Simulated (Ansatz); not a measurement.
# CaF2, response to strain

Consider CaF$_{2}$ in the fluorite structure (space group Fm-3m, No. 225; a = 5.439 Å). Axes: x, y, z lie along the cube axes.

Strains are applied to the cell and any free atomic positions relax.

Level of theory: DFT with r2SCAN, PAW potentials and a 500 eV plane-wave cutoff in Ansatz (a quantum-chemistry and plane-wave program), no spin-orbit coupling.

Candidates:
(a) strain tensor (xx, yy, zz, yz, xz, xy) = (+1.30, +0.68, +0.76, −0.61, −1.29, +0.20) %
(b) isotropic strain −2.10 %
(c) uniaxial strain ε_xx = −4.70 %

Before the change:

```
Item                  Result
-------------------  -------
Smallest direct gap  8.29 eV
```

**Question.** Order them by smallest direct gap, lowest first.

**Answer.** (a) strain tensor (xx, yy, zz, yz, xz, xy) = (+1.30, +0.68, +0.76, −0.61, −1.29, +0.20) % (8.10 eV), (c) uniaxial strain ε_xx = −4.70 % (8.29 eV), (b) isotropic strain −2.10 % (8.70 eV)

Whether these cells are dynamically stable was not tested.
